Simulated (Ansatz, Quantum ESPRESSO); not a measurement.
**Equation of state of rock salt AlN**

How stiff is rock salt AlN under hydrostatic load? Each row scales the relaxed cell evenly and relaxes the atoms. The symmetry of the cell is held, so distortions that would lower it, which this phase may prefer, aren't tested. The phase is followed to these pressures whether or not it stays the stable one.

Calculated with Ansatz 0.2.0, PBEsol, PAW files of the set soft_1, cutoff 600 eV, Fermi–Dirac smearing 0.02 eV, k-mesh 12×12×12, no spin polarisation, no spin-orbit coupling.

Reference cell, relaxed at zero pressure with PBEsol (Fm-3m): a = 2.8599 Å, b = 2.8599 Å, c = 2.8599 Å, α = 60.00°, β = 60.00°, γ = 60.00°.

```csv
atom,x,y,z
Al,0.0000,0.0000,0.0000
N,0.5000,0.5000,0.5000
```

```csv
V (Å³/atom),V/V0,P (GPa),E − E0 (meV/atom)
7.7738,0.9400,18.341,27.0
7.9392,0.9600,11.611,11.6
8.1046,0.9800,5.519,2.8
8.6008,1.0400,−9.512,10.1
8.7662,1.0600,−13.605,22.1
```

V0 = 8.2700 Å³ an atom, where the residual pressure P0 is +0.003 GPa. **Question.** Fit the Birch–Murnaghan law and give the pressure and the energy at V = 8.4354 Å³ an atom, a row left out above.

With the Eulerian strain f = ½[(V0/V)^(2/3) − 1] and F = (P − P0)/[3f(1 + 2f)^(5/2)], the third-order law is the line F = B0 + (3/2) B0 (B′ − 4) f.

| f | F (GPa) |
| --- | --- |
| 0.02106 | 261.85 |
| 0.01379 | 262.05 |
| 0.00678 | 262.22 |
| −0.01290 | 262.39 |
| −0.01905 | 262.39 |

A straight line through the 5 rows: the means are 0.001936 for f and 262.18 for F, Σ(Δx)² = 0.00119 and ΣΔxΔy = −0.01518, so the slope is −0.01518/0.00119 = −12.755 and the intercept 262.18 − (−12.755)(0.001936) = 262.2.

Hence B0 = 262.2 GPa and B′ = 4 + (−12.8)/(1.5 × 262.2) = 3.97. For the withheld volume f = −0.00656, F = 262.29 GPa and P = −4.99 GPa. The run itself gives −4.99 GPa, so the estimate misses by 0.00 GPa, a rounding's worth.

Integrating the same law gives E − E0 = (9/2) B0 V0 f²[1 + (B′ − 4) f] + P0(V0 − V), with 1 GPa Å³ = 6.2415 meV: 2.6 meV an atom. The run itself gives 2.6 meV, so the estimate misses by 0.0 meV, a rounding's worth.

The same fit over all rows at other levels or in other programs gives B0 = 276 GPa with r2SCAN (Ansatz), 262 GPa with PBEsol (Quantum ESPRESSO, GBRV) and 264 GPa with PBEsol (Quantum ESPRESSO, PseudoDojo).

[Logs are printed without paths, hosts, clocks, repeated set-up lines and the standing remarks that a program may print on its own settings, such as how far it seeks lower states.]
